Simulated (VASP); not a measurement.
Wanted: an ASE script for a VASP 6.6.1 run.

```yaml
Task: single point
Functional: revPBE
Dispersion: D4
Potentials_or_basis: VASP PAW PBE potentials, release 64 (Mn_pv)
Cutoff: 520 eV
k_mesh: 9 × 9 × 9
Occupations: gaussian, width 0.05 eV
Spin: collinear spin, ferrimagnetic start
Starting_moments: "[4.0, -2.0] μB"
Hubbard_terms: Mn d U = 6 eV, J = 0.5 eV
LDAUTYPE: 1
Hund's_J: 0.5
Supercell_matrix: "[0, 1, 1, 1, 0, 1, 1, 1, 0]"
Further_INCAR_settings: ALGO = Normal; EDIFF = 1.00e-07
```

The structure of Mn lies in Mn.xyz:

```xyz
2
Lattice="3.0810000000 0.0000000000 0.0000000000 0.0000000000 3.0810000000 0.0000000000 0.0000000000 0.0000000000 3.0810000000" Properties=species:S:1:pos:R:3 pbc="T T T"
Mn     0.0000000000      0.0000000000      0.0000000000
Mn     1.5405000000      1.5405000000      1.5405000000
```

This isn't the form of Mn at room conditions, which is a 58-atom cubic cell.

These files were run (other wordings do the same):

run.py

```python
from ase.calculators.vasp import Vasp
from ase.dft.bandgap import bandgap
from ase.io import read

atoms = read('Mn.xyz')
atoms.set_initial_magnetic_moments([4.0, -2.0])
calc = Vasp(
    directory='calc',
    xc='revpbe',
    pp='PBE',
    setups='recommended',
    prec='Accurate',
    encut=520,
    ediff=1e-07,
    ismear=0,
    sigma=0.05,
    lreal=False,
    lasph=True,
    nelm=150,
    algo='Normal',
    isif=2,
    lwave=False,
    lcharg=False,
    ispin=2,
    lorbit=11,
    lmaxmix=4,
    ldautype=1,
    ldauprint=1,
    ivdw=13,
    ldau_luj={'Mn': {'L': 2, 'U': 6, 'J': 0.5}},
    kpts=[9, 9, 9],
    gamma=True,
)
atoms.calc = calc

print('energy (eV):', atoms.get_potential_energy())
print('free energy (eV):', atoms.get_potential_energy(force_consistent=True))
print('forces (eV/A):')
print(atoms.get_forces())
print('stress (eV/A^3, Voigt):', atoms.get_stress())
print('Fermi level (eV):', calc.get_fermi_level())
print('moment (muB):', atoms.get_magnetic_moment())
print('site moments (muB):', atoms.get_magnetic_moments())
gap, top, bottom = bandgap(calc)
print('band gap (eV):', gap, 'from (spin, k, band)', top, 'to', bottom)
```

Potentials or basis: VASP PAW PBE potentials, release 64 (Mn_pv).

Command:

```console
$ python run.py
```

It gave:

| Item | Value |
| --- | --- |
| Pressure | 25.7 GPa |
| Band gap on the k mesh | none (metal or under the smearing width) |
| Net moment | 0.00 μB per cell |
| Site moments | Mn +4.39, -4.39 μB |
| Valence electrons inside the program's atomic spheres | Mn 11.54 |
| Dispersion energy per atom | -0.477 eV |

Caveat: the PAW data sets were made with another functional, which shifts forces and pressure a little; pairwise dispersion overbinds metals, which lowers pressure and volume; the U is typed as a test and isn't derived for this compound.

It took 25 s on 1 thread of Intel(R) Xeon(R) Platinum 8488C (Sapphire Rapids), with other jobs on the host, peak memory 0.16 GiB.
